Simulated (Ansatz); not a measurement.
# MoS2 (R3m) in Ansatz: reference runs

Reference runs on MoS2: the cell as given and a disturbed copy.

All numbers are computed with Ansatz 0.2.0; they aren't measurements. Logs are shortened: lines on timing, memory, paths and dates and some standing lists are left out, and cuts for length are marked.

## (1) The structure

Symmetry: R3m, No. 160, trigonal system. The conventional cell has a = 3.160 Å, b = 3.160 Å, c = 18.450 Å, α = 90.00°, β = 90.00°, γ = 120.00°. Around Mo (site symmetry 3m) lie 6 S at 2.39 Å. Around S (site symmetry 3m) lie 3 Mo at 2.39 Å. Around S (site symmetry 3m) lie 3 Mo at 2.39 Å.

Measurements of this composition are mostly on another form, of space group No. 194.

## (2) Single point, PBEsol

Input file input.yaml:

```yaml
crystal:
  lattice:
    - [1.58, 0.9122134253, 6.15]
    - [-1.58, 0.9122134253, 6.15]
    - [0.0, -1.8244268506, 6.15]
  atoms:
    - { symbol: Mo, position: [0.0, 0.0, 0.0] }
    - { symbol: S, position: [0.417, 0.417, 0.417] }
    - { symbol: S, position: [0.25, 0.25, 0.25] }
kpoints:
  mp_grid: { grid: [10, 10, 10] }
scf:
  occupations: { method: fermi_dirac, width: 0.05 }
hamiltonian:
  xc: pbesol
  pseudopotentials: { kind: all_electron, lapw: { basis_error: 0.001 } }
output:
  forces: true
  stress: true
  eigenvalues: true
  populations: true
```

Potentials or basis: all-electron LAPW, scalar-relativistic.

The run is started by

```sh
ansatz run input.yaml --threads 2 --pin off --max-ram 8192MiB --backend cpu --events-out ev --progress --plain --runs-dir out
```

Output:

```text
Warning: RAYON_NUM_THREADS=2 ignored (pool sized by the plan → 2); use --threads N
Mo: projections on atomic orbitals take those of the free atom 1s2 2s2 2p6 3s2 3p6 3d10 4s2 4p6 4d5 5s1, of charge +0.00 (hamiltonian.pseudopotentials.projection_atoms)
S: projections on atomic orbitals take those of the free atom 1s2 2s2 2p6 3s2 3p4, of charge +0.00 (hamiltonian.pseudopotentials.projection_atoms)
LAPW: plane waves up to 8.367 Å⁻¹, error target 1.0e-3 eV per atom; small_component_spin mean_spin; S in spheres of 1.060 Å, 14 of its electrons in bands, Dirac shells []; Mo in spheres of 1.326 Å, 30 of its electrons in bands, Dirac shells [] (how accurate: hamiltonian.pseudopotentials.lapw.basis_error, Limitations)
Engine: ansatz 0.2.0, aarch64-unknown-linux-gnu
Pseudopotentials: kind: all_electron
Pseudopotential: Mo, LAPW, valence charge 30, lapw/all_electron/scalar/gaussian/Mo, Koelling and Harmon's equation, gaussian nucleus
Pseudopotential: S, LAPW, valence charge 14, lapw/all_electron/scalar/gaussian/S, Koelling and Harmon's equation, gaussian nucleus
Functional definition: PBEsol
  exchange = pbesol_x
  correlation = pbesol_c
Crystal: 3 atoms, lattice volume = 53.184 Å³
Basis set: ecut = 266.7184234684777 eV, 527 PW (Γ), FFT grids on a1−a3, a2−a3, a3, exchange–correlation at level 2
Bands: 35, of which v1, the nominal top of the filled ones, is band 29 counted from 1 (28 counted from 0)
Symmetry: 6 space group operations
Space group: R3m (ITA 160), of the structure as read, at distance tolerance 3.8e-5 Å
k-points: 116 of 1000 (time reversal used)
Non-local potential: Mo, projectors of the file, none
Non-local potential: S, projectors of the file, none
Initial density: superposition of atomic densities (chi_scale 0.1, normalization cell, long waves kept (reshape's long-wave potential 0.16 eV rms))
Initial wavefunctions: plane waves of lowest kinetic energy (no species holds an atomic orbital)
Functional: x = pbesol(κ = 0.804, μ = 0.12345679012345678), c = pbesol(β = 0.046)
iter 1 solved again at ethr=4.90e-3 eV; its pass at ethr=1.00e-1 eV (dr2=2.84e0 eV) is discarded
SCF iter   1: F=—  HF=-131814.622965 eV  |F-HF|=—  |Δ(HF+E_count)|=         —  Δρ=6.35e-2  dr2=2.85e0  ethr=4.90e-3  ⟨swp⟩=2.0  Hψ=26956  notcnv=0
preconditioner: auto → Resta (q_TF=auto, 2.768 Å⁻¹)  ε∞=5.3  [insulator: Δε(μ)=0.874 eV  Ē_g=10.436 eV  σ=0.050 eV  W_gap=1.00  n_scr=22 (ndim 8)  ℏωp=21.6 eV  f_vac=0.099  D(μ)=0.00/eV (n_scr^D=0)  ε∞_Penn≈5.3]
SCF iter   2: F=—  HF=-131813.859035 eV  |F-HF|=—  |Δ(HF+E_count)|=   7.64e-1  Δρ=3.74e-2  dr2=2.86e0  ethr=4.90e-3  ⟨swp⟩=3.0  Hψ=12282  notcnv=0
iter 3 solved again at ethr=4.22e-4 eV; its pass at ethr=4.90e-3 eV (dr2=2.44e-1 eV) is discarded
SCF iter   3: F=—  HF=-131813.329830 eV  |F-HF|=—  |Δ(HF+E_count)|=   5.29e-1  Δρ=1.82e-2  dr2=2.44e-1  ethr=4.22e-4  ⟨swp⟩=2.0  Hψ=19063  notcnv=0
SCF iter   4: F=—  HF=-131813.260143 eV  |F-HF|=—  |Δ(HF+E_count)|=         —  Δρ=3.99e-3  dr2=2.74e-2  ethr=4.21e-4  ⟨swp⟩=3.0  Hψ=11703  notcnv=0
the basis was enlarged: its passes take 2.5 MiB over the memory plan, 2 of 2 planned eigensolver slots
SCF iter   5: F=—  HF=-131813.255382 eV  |F-HF|=—  |Δ(HF+E_count)|=   4.76e-3  Δρ=2.57e-3  dr2=7.96e-3  ethr=4.73e-5  ⟨swp⟩=2.0  Hψ=12027  notcnv=0
SCF iter   6: F=—  HF=-131813.254004 eV  |F-HF|=—  |Δ(HF+E_count)|=   1.38e-3  Δρ=1.02e-3  dr2=1.11e-3  ethr=1.37e-5  ⟨swp⟩=2.0  Hψ=11368  notcnv=0
SCF iter   7: F=—  HF=-131813.253833 eV  |F-HF|=—  |Δ(HF+E_count)|=   1.71e-4  Δρ=1.11e-4  dr2=1.93e-5  ethr=1.91e-6  ⟨swp⟩=2.0  Hψ=11368  notcnv=0
SCF iter   8: F=—  HF=-131813.253847 eV  |F-HF|=—  |Δ(HF+E_count)|=   1.35e-5  Δρ=8.08e-5  dr2=9.61e-6  ethr=3.32e-8  ⟨swp⟩=3.0  Hψ=12001  notcnv=0
SCF iter   9: F=—  HF=-131813.253847 eV  |F-HF|=—  |Δ(HF+E_count)|=   1.05e-7  Δρ=2.11e-5  dr2=4.62e-7  ethr=1.66e-8  ⟨swp⟩=2.7  Hψ=11500  notcnv=0
SCF iter  10: F=-131813.253847 eV  HF=-131813.253847 eV  |F-HF|=6.58e-9  |Δ(HF+E_count)|=   2.88e-7  Δρ=5.86e-6  dr2=2.07e-8  ethr=7.97e-10  ⟨swp⟩=3.0  Hψ=12060  notcnv=0
SCF 1 converged in 10 iterations: F = -131813.253847 eV  dr2 = 2.07e-8
SCF converged after 10 iterations
Free energy (F): -131813.253847 eV
Harris-Foulkes:  -131813.253847 eV  (|F-HF|=6.58e-9)
Internal energy: -131813.253846 eV  (E = F + TS)
E sigma→0 (E₀):  -131813.253846 eV
Entropy (-TS):   -0.000001 eV (-0.000 meV/atom)
Fermi energy:    12.742905 eV
--- Per-component energies (eV) ---
  E_band       = -6795.934201
  E_kinetic    = 135891.884269
  E_xc         = -4673.446455
  E_electrostatic = -263031.691660  (all electrons and nuclei)
  E_smearing   = -0.000001  (= −TS)
  E_closure    = 0.000000  (closes the sum)
  E_atoms      = -131789.879735  (free atoms, spherical and without spin; not in F)
  Σ components = -131813.253847   (vs F -131813.253847, Δ=0.00e0)
  Basis errors (estimates in eV, not in F): energy 5.0e-4 per atom: plane waves 4.5e-4 (2.6e-4 summed), levels above the bands 3.4e-62, relativity 9.9e-9, radial functions 4.8e-5, core shells 3.8e-7; eigenvalues (radial functions only) 2.4e-6; not estimated: angular momenta, meshes, grids; target (lapw.basis_error) 1.0e-3; muffin-tin radii S 1.060 Å, Mo 1.326 Å
--- Forces (eV/Å), atoms counted from 1 ---
  atom   1  Mo     0.00000000    -0.00000000     0.08583277
  atom   2  S      0.00000000    -0.00000000     0.17402560
  atom   3  S     -0.00000000     0.00000000    -0.25988830
  max |Σ_I F_I| component: 2.99e-5 eV/Å
--- Stress (GPa, compression-positive) ---
       -0.627735       0.000000       0.000000
        0.000000      -0.627735       0.000000
        0.000000       0.000000       2.334831
  P = ⅓ Tr σ = 0.3598 GPa (3.598 kbar)
--- Band table (eV; the first three rows and the last of 116) ---
  k-point 0: bands = ["-363.7583", "-363.7384", "-363.7384", "-205.9207", "-205.9207", "-205.9084", "-205.8987", "-205.8987", "-193.2658", "-193.2593", "-138.3392", "-138.3392", "-138.3332", "-138.3332", "-138.2890", "-138.2809", "-49.1467", "-23.3428", "-23.1034", "-23.1034", "-2.7958", "-1.0503", "5.2689", "8.8414", "8.8414", "9.9856", "9.9856", "11.0706", "11.1327", "14.3498", "14.3498", "14.7906", "14.7906", "17.7069", "20.2951"]
  k-point 1: bands = ["-363.7583", "-363.7384", "-363.7384", "-205.9207", "-205.9207", "-205.9084", "-205.8987", "-205.8987", "-193.2658", "-193.2593", "-138.3392", "-138.3392", "-138.3332", "-138.3332", "-138.2890", "-138.2809", "-49.1427", "-23.3348", "-23.1439", "-23.1125", "-2.6388", "-1.0034", "5.4491", "8.5176", "9.0045", "9.4627", "9.7458", "11.0511", "11.3250", "14.2445", "14.3163", "14.5724", "14.6613", "18.4079", "20.7058"]
  k-point 2: bands = ["-363.7583", "-363.7384", "-363.7384", "-205.9207", "-205.9207", "-205.9084", "-205.8987", "-205.8987", "-193.2658", "-193.2593", "-138.3392", "-138.3392", "-138.3332", "-138.3332", "-138.2890", "-138.2809", "-49.1322", "-23.3138", "-23.2487", "-23.1364", "-2.2018", "-0.8725", "5.8704", "7.8522", "8.5709", "9.2271", "9.4495", "10.8767", "11.0592", "13.6232", "14.2676", "14.5795", "15.1363", "19.5308", "20.8107"]
  k-point 115: bands = ["-363.7583", "-363.7384", "-363.7384", "-205.9207", "-205.9207", "-205.9084", "-205.8987", "-205.8987", "-193.2658", "-193.2593", "-138.3392", "-138.3392", "-138.3332", "-138.3332", "-138.2890", "-138.2809", "-49.1467", "-23.3429", "-23.1034", "-23.1034", "-2.5469", "-1.4764", "6.2672", "8.7897", "8.8274", "8.8274", "10.0127", "10.0127", "12.3401", "14.4466", "14.4466", "14.6551", "14.6551", "17.7950", "20.7739"]
--- Löwdin populations: 3 sites ---
  site symbol       q [e]
     0     Mo     41.6956
     1      S     16.0535
     2      S     16.0487
  spilling = 0.002733 (of n_electrons = 74.000000)
```

populations.tsv:

```text
# site	symbol	l	j	q
# orbitals = lowdin
# n_electrons = 74.000000
# spilling = 0.002733
# projection_atom_Mo: 1s2 2s2 2p6 3s2 3p6 3d10 4s2 4p6 4d5 5s1
# projection_atom_S: 1s2 2s2 2p6 3s2 3p4
0	Mo	0_1S	-	1.999997
0	Mo	0_2S	-	1.999893
0	Mo	0_3S	-	1.998065
0	Mo	0_4S	-	1.961706
0	Mo	0_5S	-	0.529823
0	Mo	1_2P	-	5.999999
0	Mo	1_3P	-	5.999964
0	Mo	1_4P	-	5.994301
0	Mo	2_3D	-	9.999972
0	Mo	2_4D	-	5.211888
1	S	0_1S	-	1.999908
1	S	0_2S	-	1.993857
1	S	0_3S	-	1.773165
1	S	1_2P	-	5.999274
1	S	1_3P	-	4.287293
2	S	0_1S	-	1.999907
2	S	0_2S	-	1.993789
2	S	0_3S	-	1.771261
2	S	1_2P	-	5.999266
2	S	1_3P	-	4.284444
```

It took 47 s on 2 threads of Arm Neoverse V2, shared host; peak memory 0.56 GiB.

Results:

| Item | Value |
| --- | --- |
| Free energy | -131813.2538 eV |
| Pressure | 0.4 GPa |
| Largest force | 0.260 eV/Å |
| Band gap on the k mesh | 0.91 eV, indirect (least direct gap 1.96 eV) |

Forces in eV/Å, atoms in the order of the input:
```
Mo   0.000  0.000  0.086
S    0.000  0.000  0.174
S    0.000  0.000 -0.260
```

A k mesh can miss the band edges.

## (3) Equation of state, PBEsol

Potentials or basis: all-electron LAPW, scalar-relativistic.

No new run: the results of the series are fitted here.

Results:

* Equilibrium volume: 17.77 Å³/atom
* Bulk modulus at fixed shape and positions: 155 GPa
* Pressure derivative of the bulk modulus: 4.4

Energy against volume, from the lowest point:
```tsv
volume (Å³/atom)	energy (meV/atom)
16.664	37.13
17.019	16.47
17.373	4.38
17.728	0.00
18.083	2.55
18.437	11.32
18.792	25.66
```

Caveat: the cell was scaled at fixed shape and fractional positions, which overstates the stiffness of a crystal with free parameters, most of all of layers and chains.

## (4) Single point, PBEsol (atoms moved at random, drawn with an rms of 0.05 Å)

input.yaml: that of step 2 with these lines changed.

```diff
@@ -6,5 +6,5 @@
   atoms:
-    - { symbol: Mo, position: [0.0, 0.0, 0.0] }
-    - { symbol: S, position: [0.417, 0.417, 0.417] }
-    - { symbol: S, position: [0.25, 0.25, 0.25] }
+    - { symbol: Mo, position: [0.001086, -0.005346, 0.002286] }
+    - { symbol: S, position: [0.393819, 0.431755, 0.433589] }
+    - { symbol: S, position: [0.241998, 0.243943, 0.260312] }
 kpoints:
```

Potentials or basis: all-electron LAPW, scalar-relativistic.

The run is started by

```sh
ansatz run input.yaml --threads 2 --pin off --max-ram 8192MiB --backend cpu --events-out ev --progress --plain --runs-dir out
```

Output:

```text
Warning: RAYON_NUM_THREADS=2 ignored (pool sized by the plan → 2); use --threads N
Mo: projections on atomic orbitals take those of the free atom 1s2 2s2 2p6 3s2 3p6 3d10 4s2 4p6 4d5 5s1, of charge +0.00 (hamiltonian.pseudopotentials.projection_atoms)
S: projections on atomic orbitals take those of the free atom 1s2 2s2 2p6 3s2 3p4, of charge +0.00 (hamiltonian.pseudopotentials.projection_atoms)
LAPW: plane waves up to 8.409 Å⁻¹, error target 1.0e-3 eV per atom; small_component_spin mean_spin; S in spheres of 1.055 Å, 14 of its electrons in bands, Dirac shells []; Mo in spheres of 1.320 Å, 30 of its electrons in bands, Dirac shells [] (how accurate: hamiltonian.pseudopotentials.lapw.basis_error, Limitations)
[... 62 lines left out ...]
  k-point 1: bands = ["-363.7964", "-363.7763", "-363.7731", "-205.9598", "-205.9568", "-205.9464", "-205.9364", "-205.9333", "-193.2750", "-193.2568", "-138.3500", "-138.3477", "-138.3315", "-138.3299", "-138.3055", "-138.2804", "-49.1444", "-23.3272", "-23.1308", "-23.0903", "-2.5417", "-0.9791", "5.5169", "8.7373", "9.1882", "9.4886", "10.0665", "10.9303", "11.3446", "14.0543", "14.2241", "14.5866", "14.6813", "18.4577", "20.8002"]
  k-point 2: bands = ["-363.7964", "-363.7763", "-363.7731", "-205.9598", "-205.9568", "-205.9464", "-205.9364", "-205.9333", "-193.2750", "-193.2568", "-138.3500", "-138.3477", "-138.3315", "-138.3299", "-138.3055", "-138.2804", "-49.1340", "-23.3068", "-23.2329", "-23.1143", "-2.1037", "-0.8415", "5.9635", "8.0260", "8.6362", "9.4229", "9.7026", "10.7712", "11.0454", "13.4915", "14.1865", "14.6185", "15.0564", "19.4898", "20.8075"]
  k-point 503: bands = ["-363.7964", "-363.7763", "-363.7731", "-205.9598", "-205.9568", "-205.9464", "-205.9364", "-205.9333", "-193.2750", "-193.2568", "-138.3500", "-138.3477", "-138.3315", "-138.3299", "-138.3055", "-138.2804", "-49.1483", "-23.3351", "-23.0932", "-23.0792", "-2.4004", "-1.5133", "6.4246", "8.6334", "9.0003", "9.0935", "9.9828", "10.4211", "12.2543", "14.1593", "14.4299", "14.6536", "14.7132", "17.9147", "20.7679"]
--- Löwdin populations: 3 sites ---
  site symbol       q [e]
     0     Mo     41.6821
     1      S     16.0690
     2      S     16.0508
  spilling = 0.002677 (of n_electrons = 74.000000)
```

populations.tsv:

```text
# site	symbol	l	j	q
# orbitals = lowdin
# n_electrons = 74.000000
# spilling = 0.002677
# projection_atom_Mo: 1s2 2s2 2p6 3s2 3p6 3d10 4s2 4p6 4d5 5s1
# projection_atom_S: 1s2 2s2 2p6 3s2 3p4
0	Mo	0_1S	-	1.999997
0	Mo	0_2S	-	1.999897
0	Mo	0_3S	-	1.998141
0	Mo	0_4S	-	1.963128
0	Mo	0_5S	-	0.533826
0	Mo	1_2P	-	5.999999
0	Mo	1_3P	-	5.999967
0	Mo	1_4P	-	5.994783
0	Mo	2_3D	-	9.999974
0	Mo	2_4D	-	5.192411
1	S	0_1S	-	1.999917
1	S	0_2S	-	1.994489
1	S	0_3S	-	1.790285
1	S	1_2P	-	5.999344
1	S	1_3P	-	4.284999
2	S	0_1S	-	1.999909
2	S	0_2S	-	1.993924
2	S	0_3S	-	1.774053
2	S	1_2P	-	5.999279
2	S	1_3P	-	4.283608
```

Run time: 3.4 min. Hardware: 2 threads of Arm Neoverse V2, shared host; peak memory 1.5 GiB.

What came out:

```
Free energy            : -131813.2029 eV
Pressure               : -3.0 GPa
Largest force          : 1.194 eV/Å
Band gap on the k mesh : 0.85 eV, indirect (least direct gap 1.91 eV)
```

Forces in eV/Å, atoms in the order of the input:
```
Mo  -0.767 -0.504  0.764
S    0.605  0.250 -0.819
S    0.161  0.254  0.055
```

Levels at points of the mesh, in eV from the valence-band top:
```
              k point  band 25  band 26  band 27  band 28  band 29  band 30  band 31  band 32  band 33  band 34
   (0.00, 0.00, 0.00)    -3.15    -2.30    -1.88    -1.35    -1.05     1.80     2.25     2.40     2.56     5.52
  (0.00, 0.00, -0.50)    -4.87    -3.78    -2.38    -1.63    -1.29     1.67     2.06     3.20     3.67     5.24
  (0.00, -0.50, 0.00)    -4.87    -3.80    -2.42    -1.63    -1.27     1.67     2.06     3.18     3.65     5.30
 (0.00, -0.50, -0.50)    -4.66    -3.84    -2.90    -1.70    -1.15     1.68     2.16     2.82     3.92     5.92
  (-0.50, 0.00, 0.00)    -4.98    -3.93    -2.19    -1.48    -1.38     1.74     2.05     3.32     3.44     5.02
 (-0.50, 0.00, -0.50)    -4.60    -3.72    -2.96    -1.70    -1.22     1.63     2.17     3.03     3.88     5.94
 (-0.50, -0.50, 0.00)    -4.58    -3.71    -2.99    -1.70    -1.23     1.63     2.18     3.02     3.87     6.01
(-0.50, -0.50, -0.50)    -3.25    -3.16    -2.27    -1.83     0.00     1.91     2.18     2.40     2.46     5.66
```

A k mesh can miss the band edges.

## (5) The runs side by side

| task | cell | cutoff (eV) | gap on the mesh (eV) | pressure (GPa) | largest force (eV/Å) |
| --- | --- | --- | --- | --- | --- |
| single point | as given | 267 | 0.91 | 0.4 | 0.26 |
| equation of state | as given | - | - | - | - |
| single point | atoms moved at random, drawn with an rms of 0.05 Å | 269 | 0.85 | -3.0 | 1.19 |

Alike in all rows: level PBEsol; potentials or basis all-electron LAPW, scalar-relativistic; no spin polarisation; k mesh 10 × 10 × 10; smearing fermi-dirac 0.05 eV; basis error allowed 0.001 eV/atom.

Caveats: the cell was scaled at fixed shape and fractional positions, which overstates the stiffness of a crystal with free parameters, most of all of layers and chains (some runs).

Compare energies only between runs with the same functional and basis.
